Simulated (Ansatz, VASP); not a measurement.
## AlN: VASP beside Ansatz

The input INCAR:

```
ALGO = Normal
EDIFF = 1E-7
EDIFFG = -0.02
ENCUT = 600
IBRION = 2
ISIF = 3
ISMEAR = -1
LASPH = T
LCHARG = F
LMIXTAU = T
LREAL = F
LWAVE = F
METAGGA = R2SCAN
NELM = 100
NSW = 40
PREC = Accurate
SIGMA = 0.05
```

Contents of KPOINTS:

```
k-points
0
Gamma
  7 7 5
```

File POSCAR:

```
AlN
1.0
    3.1130000000      0.0000000000      0.0000000000
   -1.5565000000      2.6959370820      0.0000000000
    0.0000000000      0.0000000000      4.9810000000
Al N
2 2
Direct
    0.6666666667      0.3333333333      0.5000000000
    0.3333333333      0.6666666667      0.0000000000
    0.6666666667      0.3333333333      0.8800000000
    0.3333333333      0.6666666667      0.3800000000
```

input.yaml

```yaml
crystal:
  lattice:
    - [3.113, 0.0, 0.0]
    - [-1.5565, 2.695937082, 0.0]
    - [0.0, 0.0, 4.981]
  atoms:
    - { symbol: Al, position: [0.6666666667, 0.3333333333, 0.5] }
    - { symbol: Al, position: [0.3333333333, 0.6666666667, 0.0] }
    - { symbol: "N", position: [0.6666666667, 0.3333333333, 0.88] }
    - { symbol: "N", position: [0.3333333333, 0.6666666667, 0.38] }
hamiltonian:
  xc: r2scan
  pseudopotentials: { kind: paw }
kpoints:
  mp_grid: { grid: [7, 7, 5] }
scf:
  occupations: { method: fermi_dirac, width: 0.05 }
output:
  forces: true
  stress: true
  eigenvalues: true
relax:
  f_tol: 0.01
  max_steps: 40
  cell: { stress_tol: 0.05 }
```

Alike in both runs: task relaxation of cell and atoms; functional r2SCAN; k mesh 7 × 7 × 5; occupations fermi-dirac, width 0.05 eV; no spin polarisation.

```csv
,VASP,Ansatz
version,VASP 6.6.1,Ansatz 0.2.0
potentials or method,"VASP PAW PBE potentials, release 64 (Al, N)",Ansatz PAW
plane-wave cutoff (eV),600,500
valence electrons in the cell,16,16
```

```csv
,VASP,Ansatz,Ansatz less VASP
"gap on the k mesh at the Fermi level, each at its own relaxed structure (eV)",4.94,4.88,-0.062
relaxed volume (Å³/atom),10.39,10.40,+0.013
relaxed cell length with the largest relative difference (Å),3.104,3.107,+0.0027
```

Caveats: the PAW data sets were made with another functional, which shifts forces and pressure a little (VASP); odd divisions of the mesh miss points on the zone boundary, where band edges often lie, so the gap on the mesh can be too wide (Ansatz); the plane-wave basis is chosen anew once the cell has moved, so the energies of steps on either side of that aren't comparable (Ansatz); the PAW data sets come from PBE, with cores solved anew for the run's functional, which leaves a small shift of forces and pressure (Ansatz). r2SCAN opens gaps a little over a GGA but as a rule still falls short of measured ones.
